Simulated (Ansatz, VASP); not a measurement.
**Cr in VASP and in Ansatz**

```
Cr
1.0
     2.76723    0.00000    0.00000
    -1.38361    2.39649    0.00000
     0.00000    0.00000    4.49649
Cr
2
Direct
  0.66667 0.33333 0.75000
  0.33333 0.66667 0.25000
```

Change from the starting cell: volume scaled by 1.06.

Alike in both runs: task single point; functional PBEsol; k mesh 11 × 11 × 6; occupations fermi-dirac, width 0.05 eV; collinear spin.

|  | VASP | Ansatz |
| --- | --- | --- |
| version | VASP 6.6.1 | Ansatz 0.2.0 |
| potentials or method | VASP PAW PBE potentials, release 64 (Cr_pv), cutoff 520 eV | all-electron LAPW, scalar-relativistic |

```csv
,VASP,Ansatz,Ansatz less VASP
gap on the k mesh at the Fermi level (eV),none,none,-
pressure (GPa),-34.4,-19.2,+15.12
largest component of the traceless stress (GPa),0.38,12.54,+12.156
net moment per atom (μB),1.24,0.00,-1.240
size of the moment on the site where the two differ most (μB),1.15,2.49,+1.344
```

The net moments differ so much that the two runs ended in different magnetic states, which moves the other rows too. Site moments also hang on the region over which each program counts them. A gap of «none» marks a metal or a gap that the smearing closes. Ansatz ran all-electron here, so the differences hold the error of VASP's frozen core and of both bases.

Caveats: the cell as given lies far from equilibrium (VASP); so large a pressure means that the cell lies far from this level's equilibrium, or that cutoff or potentials fall short (VASP); the potentials were made for another functional, which shifts forces and pressure (VASP); the starting moments weren't kept (Ansatz).
